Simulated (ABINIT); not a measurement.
# Rh (Fm-3m) in ABINIT: settings compared

The runs below take Rh through equation of state, with PBE, PBE+D3.

All numbers are computed with ABINIT 10.8.3 (patched build); they aren't measurements. Logs are shortened: lines on timing, memory, paths and dates and some standing lists are left out, and cuts for length are marked. The log counts tension as positive stress, the text compression.

**Experimental background.**

“Thermal equation of state of rhodium characterized by XRD in a resistively heated diamond anvil cell”, 2024, pmc:11535440 quotes, for a bulk crystal of Rh: bulk modulus 264 ± 1 GPa.

The runs below are set against these values where they give the same quantity.

**1. The structure**

Symmetry: Fm-3m, No. 225, cubic system. Conventional cell: a = 3.796 Å, b = 3.796 Å, c = 3.796 Å, α = 90.00°, β = 90.00°, γ = 90.00°. Rh (site symmetry m-3m) has 12 Rh at 2.68 Å as nearest neighbours.

**2. Equation of state, PBE**

The input, run.abi:

```
# Datasets: one volume each
ndtset 7
getwfk -1
scalecart1 3*0.9795861087
scalecart2 3*0.9864848297
scalecart3 3*0.9932883884
scalecart4 3*1.0000000000
scalecart5 3*1.0066227096
scalecart6 3*1.0131594038
scalecart7 3*1.0196128224

# Pseudopotentials
pp_dirpath "./"
pseudos "Rh.GGA_PBE-JTH.xml"

# Structure
acell 2.6839652093 2.6839652093 2.6839652093 Angstrom
rprim
     0.0000000000     0.7071067812     0.7071067812
     0.7071067812     0.0000000000     0.7071067812
     0.7071067812     0.7071067812     0.0000000000
ntypat 1
znucl 45
natom 1
typat 1
xred
     0.0000000000     0.0000000000     0.0000000000

# Plane-wave basis
ecut 16.0
pawecutdg 32.0
pawxcdev 0

# k points
kptopt 1
ngkpt 12 12 12
nshiftk 1
shiftk 0.0 0.0 0.0

# Exchange and correlation
ixc 11

# Bands and occupations
nband 13
occopt 3
tsmear 0.05 eV

# SCF cycle
nstep 100
tolvrs 1.0e-9

# Output
iomode 3
prtwf 1
prtden 0
prteig 0
prtebands 0
enunit 2
```

Potentials or basis: JTH PAW PBE v2.0.

Command:

```sh
> abinit run.abi > log 2>&1
```

run.abo:

```text
.Version 10.8.3 of ABINIT
 DATASET    1 : space group Fm -3 m (#225); Bravais cF (face-center cubic)
================================================================================
 Values of the parameters that define the memory need for DATASET  1.
     intxc =       0    ionmov =       0      iscf =      17    lmnmax =      18
     lnmax =       6     mgfft =      18  mpssoang =       3    mqgrid =    3001
     natom =       1  nloc_mem =       2    nspden =       1   nspinor =       1
    nsppol =       1      nsym =      48    n1xccc =       1    ntypat =       1
    occopt =       3   xclevel =       2
       mpw =         275          nfft =        5832          nkpt =          72
 PAW method is used; the additional fine FFT grid is defined by:
   mgfftf=        27    nfftf =     19683
================================================================================
================================================================================
[... 71 lines left out ...]
 DATASET    7 : space group Fm -3 m (#225); Bravais cF (face-center cubic)
================================================================================
 Values of the parameters that define the memory need for DATASET  7.
     intxc =       0    ionmov =       0      iscf =      17    lmnmax =      18
     lnmax =       6     mgfft =      20  mpssoang =       3    mqgrid =    3001
     natom =       1  nloc_mem =       2    nspden =       1   nspinor =       1
    nsppol =       1      nsym =      48    n1xccc =       1    ntypat =       1
    occopt =       3   xclevel =       2
       mpw =         310          nfft =        8000          nkpt =          72
 PAW method is used; the additional fine FFT grid is defined by:
   mgfftf=        30    nfftf =     27000
================================================================================
================================================================================

--------------------------------------------------------------------------------
------------- Echo of variables that govern the present computation ------------
--------------------------------------------------------------------------------
 -outvars: echo values of preprocessed input variables --------
            acell      5.0719591770E+00  5.0719591770E+00  5.0719591770E+00 Bohr
              amu      1.02905500E+02
             ecut      1.60000000E+01 Hartree
           enunit           2
           getwfk          -1
                       outvar_i_n : Printing only first  50 k-points.
              ixc          11
           jdtset        1    2    3    4    5    6    7
                       outvar_i_n : Printing only first  50 k-points.
         kptrlatt       12    0    0      0   12    0      0    0   12
          kptrlen1     5.96210490E+01
          kptrlen2     6.00409294E+01
          kptrlen3     6.04550179E+01
          kptrlen4     6.08635101E+01
          kptrlen5     6.12665915E+01
          kptrlen6     6.16644376E+01
          kptrlen7     6.20572153E+01
            natom           1
            nband          13
           ndtset           7
            ngfft1         18      18      18
            ngfft2         18      18      18
            ngfft3         20      20      20
            ngfft4         20      20      20
            ngfft5         20      20      20
            ngfft6         20      20      20
            ngfft7         20      20      20
          ngfftdg1         27      27      27
          ngfftdg2         27      27      27
          ngfftdg3         27      27      27
          ngfftdg4         27      27      27
          ngfftdg5         27      27      27
          ngfftdg6         30      30      30
          ngfftdg7         30      30      30
             nkpt          72
            nstep         100
             nsym          48
           ntypat           1
                       prtocc : prtvol=0, do not print more k-points.
           occopt           3
        pawecutdg      3.20000000E+01 Hartree
         pawxcdev           0
           prtden           0
        prtebands           0
           prteig           0
            rprim1     0.0000000000E+00  6.9267198023E-01  6.9267198023E-01
                       6.9267198023E-01  0.0000000000E+00  6.9267198023E-01
                       6.9267198023E-01  6.9267198023E-01  0.0000000000E+00
            rprim2     0.0000000000E+00  6.9755011263E-01  6.9755011263E-01
                       6.9755011263E-01  0.0000000000E+00  6.9755011263E-01
                       6.9755011263E-01  6.9755011263E-01  0.0000000000E+00
            rprim3     0.0000000000E+00  7.0236095512E-01  7.0236095512E-01
                       7.0236095512E-01  0.0000000000E+00  7.0236095512E-01
                       7.0236095512E-01  7.0236095512E-01  0.0000000000E+00
            rprim4     0.0000000000E+00  7.0710678120E-01  7.0710678120E-01
                       7.0710678120E-01  0.0000000000E+00  7.0710678120E-01
                       7.0710678120E-01  7.0710678120E-01  0.0000000000E+00
            rprim5     0.0000000000E+00  7.1178974407E-01  7.1178974407E-01
                       7.1178974407E-01  0.0000000000E+00  7.1178974407E-01
                       7.1178974407E-01  7.1178974407E-01  0.0000000000E+00
            rprim6     0.0000000000E+00  7.1641188486E-01  7.1641188486E-01
                       7.1641188486E-01  0.0000000000E+00  7.1641188486E-01
                       7.1641188486E-01  7.1641188486E-01  0.0000000000E+00
            rprim7     0.0000000000E+00  7.2097514092E-01  7.2097514092E-01
                       7.2097514092E-01  0.0000000000E+00  7.2097514092E-01
                       7.2097514092E-01  7.2097514092E-01  0.0000000000E+00
          spgroup         225
           tolvrs      1.00000000E-09
           tsmear      1.83746611E-03 Hartree
            typat      1
           useylm           1
                       outvars : Printing only first  50 k-points.
            znucl       45.00000

================================================================================

 chkinp: Checking input parameters for consistency, jdtset=   1.

 chkinp: Checking input parameters for consistency, jdtset=   2.
[... 40 lines left out ...]
 getcut: wavevector=  0.0000  0.0000  0.0000  ngfft=  27  27  27
         ecut(hartree)=     32.000   => boxcut(ratio)=   2.05805

--- Pseudopotential description ------------------------------------------------
- pspini: atom type   1  psp file is ./Rh.GGA_PBE-JTH.xml
 Pseudopotential format is: paw10
 basis_size (lnmax)=  6 (lmn_size= 18), orbitals=   0   0   1   1   2   2
 Spheres core radius: rc_sph= 2.21251062
 Shapefunction is SIN type: shapef(r)=[sin(pi*r/rshp)/(pi*r/rshp)]**2
 Radius for shape functions =  2.00372819
 Compensation charge density is not taken into account in XC energy/potential

   3.74318991E+02                                ecore*ucvol(ha*bohr**3)
--------------------------------------------------------------------------------

[... 359 lines left out ...]
 getcut: wavevector=  0.0000  0.0000  0.0000  ngfft=  20  20  20
         ecut(hartree)=     16.000   => boxcut(ratio)=   2.20472

 getcut : COMMENT -
  Note that boxcut > 2.2 ; recall that boxcut=Gcut(box)/Gcut(sphere) = 2
  is sufficient for exact treatment of convolution.
  Such a large boxcut is a waste : you could raise ecut
  e.g. ecut=   19.443191 Hartrees makes boxcut=2

 Fine grid specifications (used for densities):

 getcut: wavevector=  0.0000  0.0000  0.0000  ngfft=  27  27  27
         ecut(hartree)=     32.000   => boxcut(ratio)=   2.02966
--------------------------------------------------------------------------------
[... 543 lines left out ...]
 getcut: wavevector=  0.0000  0.0000  0.0000  ngfft=  30  30  30
         ecut(hartree)=     32.000   => boxcut(ratio)=   2.29514

 getcut : COMMENT -
  Note that boxcut > 2.2 ; recall that boxcut=Gcut(box)/Gcut(sphere) = 2
  is sufficient for exact treatment of convolution.
  Such a large boxcut is a waste : you could raise ecut
  e.g. ecut=   42.141427 Hartrees makes boxcut=2

--------------------------------------------------------------------------------

-inwffil : will read wavefunctions from disk file runo_DS5_WFK.nc

================================================================================
[... 175 lines left out ...]
 getcut: wavevector=  0.0000  0.0000  0.0000  ngfft=  30  30  30
         ecut(hartree)=     32.000   => boxcut(ratio)=   2.28062

 getcut : COMMENT -
  Note that boxcut > 2.2 ; recall that boxcut=Gcut(box)/Gcut(sphere) = 2
  is sufficient for exact treatment of convolution.
  Such a large boxcut is a waste : you could raise ecut
  e.g. ecut=   41.609665 Hartrees makes boxcut=2

--------------------------------------------------------------------------------

-inwffil : will read wavefunctions from disk file runo_DS6_WFK.nc

================================================================================
[... 139 lines left out ...]
-Cartesian components of stress tensor (GPa)         [Pressure= -8.1035E+00 GPa]
- sigma(1 1)=  8.10353407E+00  sigma(3 2)=  0.00000000E+00
- sigma(2 2)=  8.10353407E+00  sigma(3 1)=  0.00000000E+00
- sigma(3 3)=  8.10353407E+00  sigma(2 1)=  0.00000000E+00

== END DATASET(S) ==============================================================
================================================================================

 -outvars: echo values of variables after computation  --------
            acell      5.0719591770E+00  5.0719591770E+00  5.0719591770E+00 Bohr
           etotal1    -1.1141638994E+02
           etotal2    -1.1141793003E+02
           etotal3    -1.1141898644E+02
           etotal4    -1.1141962936E+02
           etotal5    -1.1141991320E+02
           etotal6    -1.1141990998E+02
           etotal7    -1.1141956478E+02
            fcart1    -0.0000000000E+00 -0.0000000000E+00 -0.0000000000E+00
            fcart2    -0.0000000000E+00 -0.0000000000E+00 -0.0000000000E+00
            fcart3    -0.0000000000E+00 -0.0000000000E+00 -0.0000000000E+00
            fcart4    -0.0000000000E+00 -0.0000000000E+00 -0.0000000000E+00
            fcart5    -0.0000000000E+00 -0.0000000000E+00 -0.0000000000E+00
            fcart6    -0.0000000000E+00 -0.0000000000E+00 -0.0000000000E+00
            fcart7    -0.0000000000E+00 -0.0000000000E+00 -0.0000000000E+00
            rprim1     0.0000000000E+00  6.9267198023E-01  6.9267198023E-01
                       6.9267198023E-01  0.0000000000E+00  6.9267198023E-01
                       6.9267198023E-01  6.9267198023E-01  0.0000000000E+00
[... 17 lines left out ...]
                       7.2097514092E-01  7.2097514092E-01  0.0000000000E+00
           strten1    -9.5827627873E-04 -9.5827627873E-04 -9.5827627873E-04
                       0.0000000000E+00  0.0000000000E+00  0.0000000000E+00
           strten2    -6.7701626830E-04 -6.7701626830E-04 -6.7701626830E-04
                       0.0000000000E+00  0.0000000000E+00  0.0000000000E+00
           strten3    -4.3696062188E-04 -4.3696062188E-04 -4.3696062188E-04
                       0.0000000000E+00  0.0000000000E+00  0.0000000000E+00
           strten4    -2.3122912184E-04 -2.3122912184E-04 -2.3122912184E-04
                       0.0000000000E+00  0.0000000000E+00  0.0000000000E+00
           strten5    -4.8562492876E-05 -4.8562492876E-05 -4.8562492876E-05
                       0.0000000000E+00  0.0000000000E+00  0.0000000000E+00
           strten6     1.2453067630E-04  1.2453067630E-04  1.2453067630E-04
                       0.0000000000E+00  0.0000000000E+00  0.0000000000E+00
           strten7     2.7543352455E-04  2.7543352455E-04  2.7543352455E-04
                       0.0000000000E+00  0.0000000000E+00  0.0000000000E+00
 Calculation completed.
```

Wall time 53 s (1 thread of Arm Neoverse V1, shared host); peak memory 0.12 GiB.

Results:

- Equilibrium volume: 14.05 Å³/atom
- Bulk modulus: 251 GPa
- Pressure derivative of the bulk modulus: 5.4 (rough: it moves with the points fitted)

Energy against volume, from the lowest point:
| volume (Å³/atom) | energy (meV/atom) |
| --- | --- |
| 12.851 | 95.87 |
| 13.125 | 53.96 |
| 13.398 | 25.22 |
| 13.671 | 7.72 |
| 13.945 | 0.00 |
| 14.218 | 0.09 |
| 14.492 | 9.48 |

Caveat: pressures at fixed basis lie under the slope of the energies. PBE usually gives volumes a little too large and moduli too small.

**3. Equation of state, PBE+D3**

run.abi: that of step 2 with these lines changed.

```diff
@@ -41,2 +41,3 @@
 ixc 11
+vdw_xc 6
```

Potentials or basis: JTH PAW PBE v2.0.

Command:

```sh
> abinit run.abi > log 2>&1
```

Wall time 54 s (1 thread of Arm Neoverse V1, shared host); peak memory 0.12 GiB.

It converged, with:

```yaml
Equilibrium_volume: 13.63 Å³/atom
Bulk_modulus: 277 GPa
Pressure_derivative_of_the_bulk_modulus: "5.3 (rough: it moves with the points fitted)"
```

Energy against volume, from the lowest point:
```
volume (Å³/atom)  energy (meV/atom)
          12.851              42.96
          13.125              16.79
          13.398               3.08
          13.671               0.00
          13.945               6.11
          14.218              19.48
          14.492              41.66
```

Caveat: pressures at fixed basis lie under the slope of the energies.

**4. Comparison with measurements**

Step 2. Against the measured bulk modulus of Rh, 264 GPa (quoted in “Thermal equation of state of rhodium characterized by XRD in a resistively heated diamond anvil cell”, 2024, pmc:11535440), the calculated 251 GPa is off by -5.0 %. The fit is for a static lattice scaled at fixed shape and fixed fractional positions.

Step 3. Against the measured bulk modulus of Rh, 264 GPa (quoted in “Thermal equation of state of rhodium characterized by XRD in a resistively heated diamond anvil cell”, 2024, pmc:11535440), the calculated 277 GPa is off by +5.0 %. The fit is for a static lattice scaled at fixed shape and fixed fractional positions.
